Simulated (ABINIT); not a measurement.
ZrB2:

```
CELL_PARAMETERS angstrom
3.17000 0.00000 0.00000
-1.58500 2.74530 0.00000
0.00000 0.00000 3.53300
ATOMIC_POSITIONS crystal
Zr 0.00000 0.00000 0.00000
B 0.66667 0.33333 0.50000
B 0.33333 0.66667 0.50000
```

Base run:

```yaml
Program: ABINIT 10.8.3 (patched build)
Functional: LDA
Potentials_or_basis: JTH PAW PBE v2.0
Cutoff: 544 eV
k_mesh: 10 × 10 × 8
Occupations: fermi-dirac, width 0.05 eV
Spin: no spin polarisation
```

Its results: band gap on the k mesh none (metal or under the smearing width); pressure -8.7 GPa.

Question: The run is repeated on the same cell with these changes: functional from LDA to BLYP. What comes out?

Answer: Band gap on the k mesh none (metal or under the smearing width); pressure 7.0 GPa.

BLYP binds less tightly than LDA, so the same cell stands under more pressure.

Caveats: the PAW data sets were made with another functional, which shifts forces and pressure a little.
